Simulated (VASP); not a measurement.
**GaAs: equation of state with PBE**

Crystal: GaAs.

```
CELL_PARAMETERS angstrom
0.00000 2.82685 2.82685
2.82685 0.00000 2.82685
2.82685 2.82685 0.00000
ATOMIC_POSITIONS crystal
As 0.75000 0.75000 0.75000
Ga 0.00000 0.00000 0.00000
```

| Item | Value |
| --- | --- |
| Program | VASP 6.6.1 |
| Task | equation of state |
| Functional | PBE |
| Potentials or basis | VASP PAW PBE potentials, release 64 (As, Ga_d) |
| Cutoff | 520 eV |
| k mesh | 8 × 8 × 8 |
| Occupations | fermi-dirac, width 0.05 eV |
| Spin | no spin polarisation |
| Further INCAR settings | ALGO = Normal; EDIFF = 1e-07; NBANDS = 16 |

| Item | Value |
| --- | --- |
| Equilibrium volume | 23.77 Å³/atom |
| Bulk modulus | 60 GPa |
| Pressure derivative of the bulk modulus | 4.8 |

Energy against volume, from the lowest point:
| volume (Å³/atom) | energy (meV/atom) |
| --- | --- |
| 21.234 | 63.00 |
| 21.686 | 40.79 |
| 22.138 | 23.95 |
| 22.590 | 11.94 |
| 23.041 | 4.25 |
| 23.493 | 0.41 |
| 23.945 | 0.00 |

All runs of the series together: 2.4 min on 1 thread of Intel(R) Xeon(R) Platinum 8488C (Sapphire Rapids) (shared host).

PBE usually gives volumes a little too large and moduli too small. Zero-point motion and thermal expansion aren't in these numbers.
